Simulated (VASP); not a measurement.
Write the native input for VASP 6.6.1 that does the following.

- Task: single point
- Functional: PBE
- Potentials or basis: VASP PAW PBE potentials, release 64 (Cu)
- Cutoff: 520 eV
- k mesh: 21 × 21 × 12
- Occupations: gaussian, width 0.15 eV
- Spin: no spin polarisation
- Dipole correction: no
- Further INCAR settings: ALGO = Fast; EDIFF = 1e-06; NBANDS = 18

The structure of Cu lies in POSCAR:

```
Cu
1.0
    2.5675685389      0.0000000000      0.0000000000
   -1.2837842695      2.2235795807      0.0000000000
    0.0000000000      0.0000000000      4.1926560978
Cu
2
Direct
    0.3333333333      0.6666666667      0.2500000000
    0.6666666667      0.3333333333      0.7500000000
```

This isn't the form of Cu at room conditions, which is fcc.

One way to write it, as run:

INCAR

```
PREC = Accurate
ENCUT = 520
EDIFF = 1E-6
ISMEAR = 0
SIGMA = 0.15
LREAL = F
LASPH = T
NELM = 60
ALGO = Fast
ISIF = 2
LWAVE = F
LCHARG = F
GGA = PE
NBANDS = 18
```

KPOINTS

```
Automatic mesh
0
Gamma
  21 21 12
```

Potentials or basis: VASP PAW PBE potentials, release 64 (Cu).

Command:

```sh
$ cat potpaw_PBE.64/Cu/POTCAR > POTCAR
$ mpirun -np 1 vasp_std > vasp.out
```

Results of the run:

* Pressure: 1.2 GPa
* Band gap on the k mesh: none (metal or under the smearing width)

Wall time 52 s on 1 thread of Intel(R) Xeon(R) 6975P-C (Granite Rapids), with other jobs on the host, peak memory 0.22 GiB.
